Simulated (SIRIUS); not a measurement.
# EuS under changes of volume

One of the cells (26.424 Å³/atom); the others are scaled copies at fixed shape and fractional positions:

```
Eu S
1.0
     0.00000    2.97850    2.97850
     2.97850    0.00000    2.97850
     2.97850    2.97850    0.00000
Eu S
1 1
Direct
  0.00000 0.00000 0.00000
  0.50000 0.50000 0.50000
```

```yaml
Program: SIRIUS 7.12.0
Functional: LDA
Potentials_or_basis: all-electron FP-LAPW
Cutoff: 168 eV
Basis: apw+lo standard
k_mesh: 8 × 8 × 8
Occupations: fermi-dirac, width 0.05 eV
Spin: collinear spin, ferromagnetic start
Starting_moments: "[7.0, 0.0] μB"
```

```csv
volume (Å³/atom),energy over the lowest point (meV/atom),moment (μB per cell)
24.838,0.00,6.97
25.367,18.59,6.98
25.895,39.87,6.99
26.424,63.38,6.99
26.952,88.97,6.99
27.481,?,?
```

Problem. What does the run at 27.481 Å³/atom give?

Solution. Energy over the lowest point 116.36 meV/atom; moment 7.00 μB per cell.

Worked out: A Birch-Murnaghan fit of order 3 (a polynomial in V^(-2/3)) to the other rows has no minimum within the range. It gives 116.34 meV/atom at 27.481 Å³/atom, against the run's 116.36. A straight line through the other rows of the moment, of slope 0.00946 μB per Å³/atom, extrapolates to 7.00 μB, against the run's 7.00.

Energies are extrapolated to zero smearing.

Caveats: a cell with one magnetic atom can't hold antiferromagnetic order, which such compounds often take; without U or exact exchange the open f shell lies at the Fermi level, which spoils levels, moments and volumes.
